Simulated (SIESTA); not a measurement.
The system is P.

```xyz
4
Lattice="1.6477 -5.4650 0.0000 1.6477 5.4650 0.0000 0.0000 0.0000 4.5436" Properties=species:S:1:pos:R:3 pbc="T T T"
P     1.6477   -4.4173    2.6754
P     1.6477    4.4173    1.8683
P     1.6477   -1.0477    0.4035
P     1.6477    1.0477    4.1401
```

Base run:

```yaml
Program: SIESTA 5.4.2
Functional: PBE
Potentials_or_basis: PseudoDojo 0.4 standard (PBE files)
Basis: DZP (energy shift 0.003 Ry)
Grid_cutoff: 500 Ry
Energy_shift: 0.003 Ry
k_mesh: 8 × 8 × 6
Occupations: fermi-dirac, width 0.05 eV
Spin: no spin polarisation
```

Its results: band gap on the k mesh 0.13 eV, direct; pressure 3.6 GPa; largest force 0.611 eV/Å.

Question: The run is repeated on the same cell with these changes: functional from PBE to vdW-DF-cx. What comes out?

Answer: Band gap on the k mesh 0.09 eV, direct; pressure 2.4 GPa; largest force 0.810 eV/Å.

Caveats: the basis of atomic orbitals isn't converged, which shifts pressures, moduli and gaps; the potentials were made for another functional, which shifts forces and pressure (some runs).
